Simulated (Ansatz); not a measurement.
# 2H-WS2 bilayer (2H stacking) in a perpendicular field, part 2 of 2

What dipole does a perpendicular field induce in the 2H-WS2 bilayer (2H stacking), and does the gap follow? A positive field points along +c.

Ansatz 0.2.0; plane-wave DFT, PBE-D3(BJ), Ansatz PAW.

So far. Step 2 (Relaxation): The lattice constant a goes from 3.180 to 3.157 Å.

**3. Atoms held, field 0, start network**

A sawtooth potential applies the field, turning back in the middle of the vacuum. With the dipole correction the typed value is the field outside the slab. The induced dipole is small, so the SCF threshold is tight.

The cell differs from the one that the last finished run ended in (c 50.951 → 27.234 Å).

input.yaml reads:

```yaml
crystal:
  lattice:
    - [3.1567942635, 0.0, 0.0]
    - [-1.5783971317, 2.7338640267, 0.0]
    - [0.0, 0.0, 27.2343600502]
  atoms:
    - { symbol: S, position: [0.3333333333, 0.6666666667, 0.3304648974] }
    - { symbol: W, position: [0.0, 0.0, 0.3883523526] }
    - { symbol: S, position: [0.3333333333, 0.6666666667, 0.4461692791] }
    - { symbol: S, position: [0.0, 0.0, 0.5538307209] }
    - { symbol: W, position: [0.3333333333, 0.6666666667, 0.6116476474] }
    - { symbol: S, position: [0.0, 0.0, 0.6695351026] }
kpoints:
  mp_grid: { grid: [18, 18, 1] }
  band_path:
    path: [[0, 0, 0], [0.5, 0, 0], [0.33333333, 0.33333333, 0], [0, 0, 0]]
    npoints: 16
hamiltonian:
  xc: pbe
  dispersion: d3bj
scf:
  occupations: { method: fermi_dirac, width: 0.02585 }
  convergence: { dr2_threshold: 1.0e-10 }
efield:
  axis: 3
  dipole_correction: true
  ramp_position: 0.97
  ramp_width: 0.06
  amplitude: 0
output:
  dos: { projected: true, e_range: [-6, 5] }
  write_potential: true
  write_density: true
  volumetric_format: npy
  elf: true
```

On the command line:

```console
$ ansatz run input.yaml --threads 2 --pin off --max-ram 3072MiB --backend cpu --events-out ev --progress --plain --runs-dir out
```

Numbers of over 12 decimals in the logs are rounded to 6 here.

The log of the run:

```text
[...]
Crystal: 6 atoms, lattice volume = 235.039 Å³
Basis set: ecut = 420 eV, 4531 PW (Γ)
Bands: 32, of which v1, the nominal top of the filled ones, is band 26 counted from 1 (25 counted from 0)
Symmetry: 6 space group operations
k-points: 37 of 324 (time reversal used)
[...]
SCF iter   1: F=—  HF=-24384.997596 eV  |F-HF|=—  |Δ(HF+E_count)|=         —  Δρ=3.72e-3  dr2=4.14e-2  ethr=1.77e-3  p=0.000 e·Å  D=1.18e-13 V/Å  ΔV_dip=-0.00 eV  dr2_dipole=2.17e-9  V_vac-E_F(+/−)=4.77/4.77 eV  ⟨swp⟩=8.9  Hψ=6470  notcnv=0
efield: sawtooth ramp at fractional position 0.9700 (set: `efield.ramp_position`, or a place that a band, a saddle search or an elastic batch's reference lends), width 0.0600; the density the first Hamiltonian is built on has a dipole p = 0.000 e·Å; the dipole correction subtracts the counter field D = 1.18e-13 V/Å, which shifts the + side's vacuum level by -0.00 eV against the − side's; the planar-averaged density in the ramp window peaks in size at 1.6e-5 e/Å³
[...]
SCF iter   2: F=—  HF=-24385.002066 eV  |F-HF|=—  |Δ(HF+E_count)|=   4.47e-3  Δρ=2.05e-3  dr2=1.33e-2  ethr=7.96e-5  p=-0.000 e·Å  D=-5.53e-6 V/Å  ΔV_dip=0.00 eV  dr2_dipole=1.08e-8  V_vac-E_F(+/−)=4.75/4.75 eV  ⟨swp⟩=3.4  Hψ=2447  notcnv=0  defer=46
[...]
SCF iter  11: F=-24385.006255 eV  HF=-24385.006255 eV  |F-HF|=2.55e-11  |Δ(HF+E_count)|=  2.15e-10  Δρ=1.15e-7  dr2=6.75e-11  ethr=1.00e-12  p=0.000 e·Å  D=3.56e-7 V/Å  ΔV_dip=-0.00 eV  dr2_dipole=1.27e-11  V_vac-E_F(+/−)=4.61/4.61 eV  ⟨swp⟩=9.4  Hψ=3958  notcnv=0
SCF 1 converged in 11 iterations: F = -24385.006255 eV  dr2 = 6.75e-11
[...]
NSCF: frozen V_eff on 49 k-points
efield: sawtooth ramp at fractional position 0.9700 (kept from the solve that this one continues, or follows in the run), width 0.0600; the density the first Hamiltonian is built on has a dipole p = 0.000 e·Å; the dipole correction subtracts the counter field D = 3.56e-7 V/Å, which shifts the + side's vacuum level by -0.00 eV against the − side's; the planar-averaged density in the ramp window peaks in size at 4.4e-7 e/Å³
[...]
SCF converged after 11 iterations
Free energy (F): -24385.006255 eV
[...]
Internal energy: -24385.006255 eV  (E = F + TS)
E sigma→0 (E₀):  -24385.006255 eV
Fermi energy:    2.990032 eV
Dipole field:    D = -0.000004 V/Å  (p = -0.000005 e·Å, saw-weighted, corrected)
Work function:   Φ+ = 4.6114 eV   Φ− = 4.6113 eV
Levels:          The Fermi level and band energies are counted from a zero that moves with the ramp; work functions are not
[...]
--- Band table (eV; the first three rows and the last of 37) ---
  k-point 0: bands = [... 22 lower, 0.3578, 0.3578, 1.5847, 2.3351, 4.8326, 4.8326, 4.8505, 4.8505, ... 2 higher]
  k-point 1: bands = [... 22 lower, 0.3843, 0.6131, 1.5789, 2.2623, 4.7918, 4.8044, 4.8379, 4.8527, ... 2 higher]
  k-point 2: bands = [... 22 lower, 0.3975, 0.7549, 1.5389, 2.0312, 4.5168, 4.6316, 4.7092, 4.7328, ... 2 higher]
  k-point 36: bands = [... 22 lower, -0.4845, -0.4845, 1.8412, 1.9616, 3.8411, 3.8411, 4.8331, 5.5093, ... 2 higher]
```

Run time: 52 s. Hardware: 2 threads of Arm Neoverse N1, shared host; peak memory 0.6 GiB; 1.7 min of CPU time.

Numbers from this step:

- gap on the k-mesh: 1.352 eV
- dipole along the normal: -5.27e-6 e·Å
- gap along the path: 1.352 eV
- smallest direct gap along the path: 1.880 eV
- ionisation energy, upper face: 5.266 eV
- electron affinity, upper face: 3.914 eV
- gap, the smaller of path and mesh: 1.352 eV

Running mean over a fixed 2.7 Å (it still follows the layers) of the planar mean; the ramp of the sawtooth is left out. The electron's electrostatic potential energy less the Fermi level by z:

```csv
z (Å),electron's electrostatic potential energy less the Fermi level (eV)
3.5,4.61
4.0,4.61
4.5,4.61
5.0,4.61
5.5,4.60
6.0,4.58
6.5,4.45
7.0,3.81
7.5,1.85
8.0,-0.686
8.5,-3.06
9.0,-6.33
9.5,-10.3
10.0,-12.0
10.5,-12.0
11.0,-12.1
11.5,-11.2
12.0,-7.61
12.5,-4.02
13.0,-2.05
13.5,-1.28
14.0,-1.53
14.5,-2.94
15.0,-5.77
15.5,-9.70
16.0,-12.0
16.5,-12.0
17.0,-12.0
17.5,-11.5
18.0,-8.24
18.5,-4.40
19.0,-1.82
19.5,0.671
20.0,3.06
20.5,4.27
21.0,4.54
21.5,4.60
22.0,4.61
22.5,4.61
23.0,4.61
23.5,4.61
24.0,4.61
```

The density of states has structure finer than the step of the table below, so its rows give means over 0.25 eV, whole bins alone (the curve runs from -6 to 1.55 eV). Peaks (eV: height): -5.640: 8.80, -5.310: 18.4, -4.480: 20.7, -4.320: 10.8, -3.270: 10.8, -1.950: 9.04, 1.530: 13.7.

The density of states by energy, zero at the Fermi level of the run, which the smearing sets inside the gap; means over each step:

energy (eV), density of states (states/eV a cell) and a bar:
```
    -5.75        4.1 ##############
    -5.50        5.5 ###################
    -5.25        6.7 #######################
    -5.00        2.5 ########
    -4.75        4.3 ###############
    -4.50        7.7 ##########################
    -4.25        4.9 #################
    -4.00        3.0 ##########
    -3.75        3.2 ###########
    -3.50        4.1 ##############
    -3.25        8.9 ##############################
    -3.00        5.3 ##################
    -2.75        5.0 #################
    -2.50        3.6 ############
    -2.25        3.0 ##########
    -2.00        5.7 ###################
    -1.75        4.2 ##############
    -1.50        2.9 ##########
    -1.25        1.2 ####
    -1.00        0.4 #
    -0.75        0.2 #
    -0.50        0.0 
    -0.25        0.0 
     0.00        0.0 
     0.25        0.0 
     0.50        0.0 
     0.75        0.9 ###
     1.00        2.7 #########
     1.25        4.2 ##############
```

Projected DOS per atom over height of the atomic layer and energy from the Fermi level. Layers: S W S S W S from below.

Values in states/eV, 22 rows by 6 columns, each cell a mean:
```
0.57 1.76 0.43 0.43 1.76 0.57
0.22 0.89 0.26 0.26 0.89 0.22
0.06 0.18 0.07 0.07 0.18 0.06
0.00 0.00 0.00 0.00 0.00 0.00
0.00 0.00 0.00 0.00 0.00 0.00
0.00 0.00 0.00 0.00 0.00 0.00
0.00 0.04 0.03 0.03 0.04 0.00
0.02 0.16 0.06 0.06 0.16 0.02
0.15 0.71 0.15 0.15 0.71 0.15
0.33 1.31 0.32 0.32 1.31 0.33
0.47 1.49 0.45 0.45 1.49 0.47
0.65 0.25 0.57 0.57 0.25 0.65
1.03 0.45 1.02 1.02 0.45 1.03
1.34 0.78 1.26 1.26 0.78 1.34
0.99 0.87 1.03 1.03 0.87 0.99
0.45 0.66 0.48 0.48 0.66 0.45
0.53 0.62 0.55 0.55 0.62 0.53
1.20 1.19 1.17 1.17 1.19 1.20
0.72 0.58 0.61 0.61 0.58 0.72
0.70 0.65 0.64 0.64 0.65 0.70
1.14 1.03 1.07 1.07 1.03 1.14
0.54 0.45 0.53 0.53 0.45 0.54
```
Columns: height of the atomic layer (Å) from 9 to 18.2 (not evenly spaced); rows upwards: energy from the Fermi level (eV) from -5.96 to 1.51.

The electronic bands at the labelled points (eV, zero at the Fermi level of the run, which the smearing sets inside the gap):

```csv
point,band 23,band 24,band 25,band 26,band 27,band 28,band 29,band 30
Γ,-2.63,-2.63,-1.41,-0.65,1.84,1.84,1.86,1.86
halfway,-2.95,-2.57,-2.03,-1.94,1.05,1.43,1.49,1.56
M,-2.36,-2.24,-2.10,-1.99,1.87,1.90,2.22,2.38
halfway,-3.41,-3.17,-1.59,-1.45,1.52,1.58,2.34,2.55
K,-3.47,-3.47,-1.15,-1.03,0.85,0.85,1.84,2.52
halfway,-2.52,-2.40,-1.97,-1.95,0.70,1.15,1.68,1.85
Γ,-2.63,-2.63,-1.41,-0.65,1.84,1.84,1.86,1.86
```

Electrostatic potential energy in the ca plane at fractional y = 0.667, with atoms of S and W within 0.2 Å of it. With pseudopotentials it is smooth inside the atoms' cores, unlike the true potential.

Values in eV, 5 rows by 16 columns, each cell a mean:
```
  8   8   8   8   8   7   6   4  -9 -10   3   6   5  -5   1   1
  8   8   8   8   8   7   5  -3  -5  -6  -3   4   5   0  -6  -8
  8   8   8   8   8   7  -4 -30  -5  -4 -30  -6   6   3 -29 -34
  8   8   8   8   8   7  -7 -32  -7  -6 -32  -9   7   3 -33 -37
  8   8   8   8   8   7   3 -12  -4  -4 -12   2   6   1 -14 -18
```
Columns run along c (16.0 Å, from fractional 0.07 to 0.65 of the cell; values clipped at the 3rd and 97th percentile), rows up along a (3.2 Å). Atoms in or near the plane, at fractional coordinates: S at (0.33, 0.33), S at (0.45, 0.33), W at (0.61, 0.33).

Valence density in the ca plane at fractional y = 0.667, with atoms of S and W within 0.2 Å of it. It is the smooth field of the valence electrons, not physical close to the nuclei.

Ten steps, logarithmic in the rise over the least value, from '0' (0.0 e/Å³) to '9' (4.9 e/Å³), each cell a mean:
```
00000000000000000123334566443321112455544444
00000000000000000112334566443321112455544444
00000000000000000234554455455543112344445554
00000000000000001356665444566664211234468986
00000000000000002466566544566565311123589998
00000000000000002466566544565565311123589998
00000000000000001356666544566664311234468986
00000000000000001234555455455543212344455655
```
Columns run along c (16.0 Å, from fractional 0.07 to 0.65 of the cell), rows up along a (3.2 Å). Atoms in or near the plane, at fractional coordinates: S at (0.33, 0.33), S at (0.45, 0.33), W at (0.61, 0.33).

ELF in the ca plane at fractional y = 0.667, with atoms of S and W within 0.2 Å of it. It is the smooth field of the valence electrons, not physical close to the nuclei.

Values, 5 rows by 16 columns, each cell a mean:
```
0.00 0.00 0.00 0.00 0.00 0.01 0.10 0.26 0.24 0.24 0.26 0.09 0.45 0.75 0.45 0.40
0.00 0.00 0.00 0.00 0.00 0.10 0.46 0.62 0.32 0.30 0.62 0.36 0.30 0.66 0.36 0.32
0.00 0.00 0.00 0.00 0.03 0.42 0.88 0.59 0.50 0.47 0.58 0.79 0.09 0.27 0.47 0.51
0.00 0.00 0.00 0.00 0.04 0.49 0.91 0.40 0.50 0.48 0.39 0.83 0.09 0.20 0.49 0.50
0.00 0.00 0.00 0.00 0.01 0.21 0.69 0.77 0.41 0.38 0.76 0.56 0.21 0.54 0.36 0.37
```
Columns run along c (16.0 Å, from fractional 0.07 to 0.65 of the cell), rows up along a (3.2 Å). Atoms in or near the plane, at fractional coordinates: S at (0.33, 0.33), S at (0.45, 0.33), W at (0.61, 0.33).

The gap is 1.35 eV, with the valence edge 5.27 eV and the conduction edge 3.91 eV under the upper vacuum level. Spin-orbit coupling, left out in this run, matters for the bands of elements this heavy.

**4. Single point, field 0.1 V/Å**

Edit input.yaml of step 3 so:

```diff
@@ -26,7 +26,6 @@
   dipole_correction: true
-  ramp_position: 0.97
-  ramp_width: 0.06
-  amplitude: 0
+  ramp_position: 0.9541
+  ramp_width: 0.0918
+  amplitude: 0.1
 output:
-  dos: { projected: true, e_range: [-6, 5] }
   write_potential: true
@@ -34,2 +33 @@
   volumetric_format: npy
-  elf: true
```

The log of the run:

```text
[...]
Crystal: 6 atoms, lattice volume = 235.039 Å³
Basis set: ecut = 420 eV, 4531 PW (Γ)
Bands: 32, of which v1, the nominal top of the filled ones, is band 26 counted from 1 (25 counted from 0)
Symmetry: 6 space group operations
k-points: 37 of 324 (time reversal used)
[...]
k-point 0: bands = [... 22 lower, 0.3905, 0.3905, 1.5827, 2.3372, 4.7976, 4.7976, 4.8721, 4.8721, ... 2 higher]
  k-point 1: bands = [... 22 lower, 0.3785, 0.6189, 1.5770, 2.2646, 4.7498, 4.8046, 4.8405, 4.8495, ... 2 higher]
  k-point 2: bands = [... 22 lower, 0.3926, 0.7585, 1.5361, 2.0344, 4.4997, 4.6331, 4.7111, 4.7183, ... 2 higher]
  k-point 36: bands = [... 22 lower, -0.5243, -0.4437, 1.8250, 1.9771, 3.7943, 3.8873, 4.8295, 5.5121, ... 2 higher]
[key lines of the parts left out:]
SCF converged after 15 iterations
Free energy (F): -24385.008705 eV
Fermi energy:    2.988683 eV
Dipole field:    D = 0.037721 V/Å  (p = 0.048996 e·Å, saw-weighted, corrected)
```

Wall time 55 s (2 threads); peak memory 0.59 GiB.

The dipole is 0.0490 e·Å, and the gap 1.345 eV.

**5. Single point, field -0.1 V/Å**

Edit input.yaml of step 4 so:

```diff
@@ -28,3 +28,3 @@
   ramp_width: 0.0918
-  amplitude: 0.1
+  amplitude: -0.1
 output:
```

The log of the run:

```text
[...]
Crystal: 6 atoms, lattice volume = 235.039 Å³
Basis set: ecut = 420 eV, 4531 PW (Γ)
Bands: 32, of which v1, the nominal top of the filled ones, is band 26 counted from 1 (25 counted from 0)
Symmetry: 6 space group operations
k-points: 37 of 324 (time reversal used)
[...]
k-point 0: bands = [... 22 lower, 0.3905, 0.3905, 1.5827, 2.3372, 4.7976, 4.7976, 4.8721, 4.8721, ... 2 higher]
  k-point 1: bands = [... 22 lower, 0.3785, 0.6189, 1.5770, 2.2646, 4.7498, 4.8046, 4.8405, 4.8495, ... 2 higher]
  k-point 2: bands = [... 22 lower, 0.3926, 0.7585, 1.5361, 2.0344, 4.4997, 4.6331, 4.7111, 4.7183, ... 2 higher]
  k-point 36: bands = [... 22 lower, -0.5243, -0.4437, 1.8250, 1.9771, 3.7943, 3.8873, 4.8295, 5.5121, ... 2 higher]
[key lines of the parts left out:]
SCF converged after 15 iterations
Free energy (F): -24385.008705 eV
Fermi energy:    2.988683 eV
Dipole field:    D = -0.037721 V/Å  (p = -0.048996 e·Å, saw-weighted, corrected)
```

It took 55 s on 2 threads; peak memory 0.59 GiB; 1.8 min of CPU time.

The dipole is -0.0490 e·Å, and the gap 1.345 eV.

**6. Atoms held, field 0.2 V/Å**

Edit input.yaml of step 5 so:

```diff
@@ -28,3 +28,3 @@
   ramp_width: 0.0918
-  amplitude: -0.1
+  amplitude: 0.2
 output:
```

The log of the run:

```text
[...]
Crystal: 6 atoms, lattice volume = 235.039 Å³
Basis set: ecut = 420 eV, 4531 PW (Γ)
Bands: 32, of which v1, the nominal top of the filled ones, is band 26 counted from 1 (25 counted from 0)
Symmetry: 6 space group operations
k-points: 37 of 324 (time reversal used)
[...]
k-point 0: bands = [... 22 lower, 0.4348, 0.4348, 1.5770, 2.3435, 4.7519, 4.7519, 4.8572, 4.8572, ... 2 higher]
  k-point 1: bands = [... 22 lower, 0.3630, 0.6348, 1.5711, 2.2714, 4.6996, 4.7624, 4.8104, 4.8511, ... 2 higher]
  k-point 2: bands = [... 22 lower, 0.3785, 0.7687, 1.5282, 2.0439, 4.4608, 4.6188, 4.6847, 4.7307, ... 2 higher]
  k-point 36: bands = [... 22 lower, -0.5628, -0.4024, 1.7894, 2.0107, 3.7468, 3.9328, 4.8190, 5.5202, ... 2 higher]
[key lines of the parts left out:]
SCF converged after 15 iterations
Free energy (F): -24385.016055 eV
Fermi energy:    2.984768 eV
Dipole field:    D = 0.075453 V/Å  (p = 0.098007 e·Å, saw-weighted, corrected)
```

The job ended after 56 s (2 threads; peak memory 0.59 GiB).

The dipole is 0.0980 e·Å, and the gap 1.325 eV.

**7. Atoms held, field 0.3 V/Å**

Edit input.yaml of step 6 so:

```diff
@@ -26,5 +26,5 @@
   dipole_correction: true
-  ramp_position: 0.9541
-  ramp_width: 0.0918
-  amplitude: 0.2
+  ramp_position: 0.9515
+  ramp_width: 0.0971
+  amplitude: 0.3
 output:
```

The log of the run:

```text
[...]
Crystal: 6 atoms, lattice volume = 235.039 Å³
Basis set: ecut = 420 eV, 4531 PW (Γ)
Bands: 32, of which v1, the nominal top of the filled ones, is band 26 counted from 1 (25 counted from 0)
Symmetry: 6 space group operations
k-points: 37 of 324 (time reversal used)
[...]
k-point 0: bands = [... 22 lower, 0.4789, 0.4789, 1.5675, 2.3534, 4.7038, 4.7038, 4.8183, 4.8183, ... 2 higher]
  k-point 1: bands = [... 22 lower, 0.3932, 0.6571, 1.5615, 2.2822, 4.6474, 4.7174, 4.7701, 4.8021, ... 2 higher]
  k-point 2: bands = [... 22 lower, 0.3565, 0.7835, 1.5156, 2.0586, 4.4126, 4.5874, 4.6429, 4.7658, ... 2 higher]
  k-point 36: bands = [... 22 lower, -0.5996, -0.3610, 1.7465, 2.0497, 3.6986, 3.9772, 4.8019, 5.5329, ... 2 higher]
[key lines of the parts left out:]
SCF converged after 13 iterations
Free energy (F): -24385.028307 eV
Fermi energy:    2.978372 eV
Dipole field:    D = 0.113202 V/Å  (p = 0.147039 e·Å, saw-weighted, corrected)
```

The job ended after 54 s (2 threads; peak memory 0.59 GiB).

The dipole is 0.147 e·Å, and the gap 1.293 eV.

**8. Response, atoms held**

This step: plane-wave DFT, PBE-D3(BJ), Ansatz PAW; response to a field along the normal, atoms held (Ansatz 0.2.0).

The dipoles give the slope, and the difference of two potentials shows where the field is screened.

Numbers from this step:

```yaml
equivalent_conductor_thickness_p_eps_0ae: 10.27 Å
distance_between_the_outer_atoms: 9.234 Å
```

Table of dipole of the cell by applied field:

```csv
applied field (V/Å),dipole of the cell (e·Å)
-0.100,-0.0490
0.000,-5.3e-6
0.100,0.0490
0.200,0.0980
0.300,0.147
```

Local field over the applied field, running mean. From the potentials at -0.1 and 0.1 V/Å; running mean over 2.8 Å. Table of local field over applied field by z:

z (Å), local field over applied field and a bar:
```
      4.5      0.999 ##############################
      5.0      0.996 ##############################
      5.5      0.988 ##############################
      6.0      0.965 #############################
      6.5      0.910 ###########################
      7.0      0.802 ########################
      7.5      0.656 ###################
      8.0      0.494 ##############
      8.5      0.332 #########
      9.0      0.196 #####
      9.5      0.104 ##
     10.0      0.060 #
     10.5      0.042 
     11.0      0.050 
     11.5      0.077 #
     12.0      0.130 ###
     12.5      0.200 #####
     13.0      0.256 #######
     13.5      0.278 #######
     14.0      0.270 #######
     14.5      0.230 ######
     15.0      0.163 ####
     15.5      0.099 ##
     16.0      0.060 #
     16.5      0.043 
     17.0      0.049 
     17.5      0.079 #
     18.0      0.147 ###
     18.5      0.264 #######
     19.0      0.417 ############
     19.5      0.582 #################
     20.0      0.737 ######################
     20.5      0.866 ##########################
     21.0      0.945 ############################
     21.5      0.980 #############################
     22.0      0.993 ##############################
     22.5      0.998 ##############################
     23.0      0.999 ##############################
```

The induced electron density oscillates, so the rows of the table below give means over windows of 3.12 Å about each position, cut where the curve ends. Its maxima inside the range that stand out by 2 % of the span (Å: e/Å³ per V/Å): 8.1: 0.00363, 11.2: 4.3e-4, 14.3: 0.00225, 17.3: 5.7e-4. Its minima: 9.9: -5.7e-4, 12.9: -0.00225, 16.0: -4.3e-4, 19.1: -0.00363.

Electrons, planar mean, per unit field. The induced electron density by z; means over each step:

```csv
z (Å),induced electron density (e/Å³ per V/Å)
5.67,2.5e-4
8.79,0.00140
11.91,-6.8e-4
15.03,6.8e-4
18.15,-0.00123
21.27,-4.3e-4
```

The smaller of the gaps on the path and on the k-mesh, counted as 0 under 0.03 eV. Table of gap by applied field:

```csv
applied field (V/Å),gap (eV)
-0.100,1.35
0.000,1.35
0.100,1.35
0.200,1.32
0.300,1.29
```

By hand: between -0.1 and 0.1 V/Å the dipole changes by 0.09799 e·Å, a slope of 0.4900 e·Å²/V. A perfect conductor of thickness t has p = ε₀AEt, so t = 180.95 × 0.4900 / 8.630 = 10.27 Å (e/ε₀ = 180.95 V·Å, A in Å²).

The induced dipole is that of a conductor 10.27 Å thick.

**9. What came out**

```json
{
  "gap without field": "1.35 eV",
  "ionisation energy, upper face": "5.27 eV",
  "electron affinity, upper face": "3.91 eV",
  "equivalent conductor thickness, atoms held": "10.3 Å"
}
```

In words: The induced dipole equals that of a perfect conductor 10.27 Å thick, while the outer atoms lie 9.23 Å apart; an out-of-plane ε follows only once a thickness t is chosen, by 1 − 1/ε = 10.27 Å / t. The gap goes from 1.35 eV to 1.29 eV at 0.3 V/Å. Semilocal functionals give gaps that are too small, and excitons are not included. Spin-orbit coupling is left out, which matters for the bands of elements this heavy.

[Logs are printed without paths, hosts, clocks, repeated set-up lines and the standing remarks that a program may print on its own settings, such as how far it seeks lower states.]

[Hosts, paths, dates, database ids (printed as entryN), source tags and the programs' standing remarks are cut or masked in the printed files.]

[Maps of the electrostatic potential energy from Ansatz leave out the sawtooth potential of an applied field or a dipole correction, so their vacuum need not be flat; planar profiles and work functions include it.]
